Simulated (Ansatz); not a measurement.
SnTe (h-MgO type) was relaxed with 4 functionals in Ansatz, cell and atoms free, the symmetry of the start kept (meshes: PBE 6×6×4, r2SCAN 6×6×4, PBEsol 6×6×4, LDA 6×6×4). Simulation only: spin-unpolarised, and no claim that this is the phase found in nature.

The LDA result:
```cif
data_structure
_symmetry_space_group_name_H-M 'P6_3/mmc'
_symmetry_Int_Tables_number 194
_cell_length_a 5.2757
_cell_length_b 5.2757
_cell_length_c 6.2953
_cell_angle_alpha 90.000
_cell_angle_beta 90.000
_cell_angle_gamma 120.000
_cell_volume 151.74
loop_
_atom_site_label
_atom_site_type_symbol
_atom_site_symmetry_multiplicity
_atom_site_Wyckoff_symbol
_atom_site_fract_x
_atom_site_fract_y
_atom_site_fract_z
_atom_site_occupancy
Sn1 Sn 2 c 0.33333 0.66667 0.25000 1
Te1 Te 2 d 0.66667 0.33333 0.25000 1
```

It is hexagonal, P6_3/mmc (No. 194); a = 5.276 Å, c = 6.295 Å in the conventional setting, 37.94 Å³ an atom. Sn has 5 Te at 3.05–3.15 Å; Te has 5 Sn at 3.05–3.15 Å.

(1) Order the functionals by the relaxed volume, smallest first.
A. LDA
B. PBEsol
C. PBE
D. r2SCAN

(2) What lattice does r2SCAN give?

(3) How does the cell change with PBE?

(4) Held at the r2SCAN cell, what mean stress do LDA and PBE find, and does its sign point to their own minimum?

Answers

(1) A (37.94 Å³/atom), B (39.08 Å³/atom), D (40.37 Å³/atom), C (41.16 Å³/atom).

(2) a = 5.388 Å, c = 6.424 Å; the volume differs by +6.4 % from LDA's. Sn has 5 Te at 3.11–3.21 Å; Te has 5 Sn at 3.11–3.21 Å.

(3) a = 5.419 Å, c = 6.472 Å; the volume differs by +8.5 % from LDA's. Sn is surrounded by 5 Te at 3.13–3.24 Å; Te is surrounded by 5 Sn at 3.13–3.24 Å.

(4) Yes. LDA -2.03 GPa, and its relaxed volume is -6.0 % from r2SCAN's; PBE +0.65 GPa, and its relaxed volume is +1.9 % from r2SCAN's. Compression counts positive, so a positive stress asks for a larger cell.
